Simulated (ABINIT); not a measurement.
# Ir in ABINIT: convergence with pawecutdg

Ir:

```xyz
1
Lattice="0.0000 1.9156 1.9156 1.9156 0.0000 1.9156 1.9156 1.9156 0.0000" Properties=species:S:1:pos:R:3 pbc="T T T"
Ir    0.0000    0.0000    0.0000
```

* Program: ABINIT 10.8.3 (patched build)
* Task: single point
* Functional: RPBE
* Potentials or basis: JTH PAW PBE v2.0
* Cutoff: 435 eV
* k mesh: 12 × 12 × 12
* Occupations: cold (ABINIT), width 0.1 eV
* Spin: no spin polarisation

These are the settings of the first run; the series varies pawecutdg, with any setting tied to it.

Hardware: 1 thread of Arm Neoverse V1, on a shared host.

Q: The values tried are 16 Ha, 19.2, 24, 28.8, 35.2, 43.2, 52.8, loosest first. From which on does the pressure stay within 0.1 GPa of the tightest run that finished?

A: From 35.2 on.

| pawecutdg | energy less the tightest run (meV/atom) | pressure (GPa) | SCF cycles | CPU time (s) | peak memory (GiB) |
| --- | --- | --- | --- | --- | --- |
| 16 Ha | refused | - | - | - | - |
| 19.2 | -0.86 | 15.10 | 11 | 8.7 | 0.09 |
| 24 | -0.77 | 15.11 | 11 | 8.7 | 0.09 |
| 28.8 | -0.39 | 14.70 | 12 | 9.4 | 0.09 |
| 35.2 | -0.12 | 14.94 | 12 | 9.4 | 0.09 |
| 43.2 | -0.25 | 14.98 | 12 | 9.3 | 0.09 |
| 52.8 | 0.00 | 14.93 | 12 | 9.4 | 0.1 |

Against the tightest run, the energy stays within 1 meV/atom from 19.2 on. The tightest run that finished is the yardstick and may itself not be fully converged.

Caveat, for the tightest run too: the PAW data sets were made with another functional, which shifts forces and pressure a little. Spin-orbit coupling is left out, which matters for the levels of Ir.
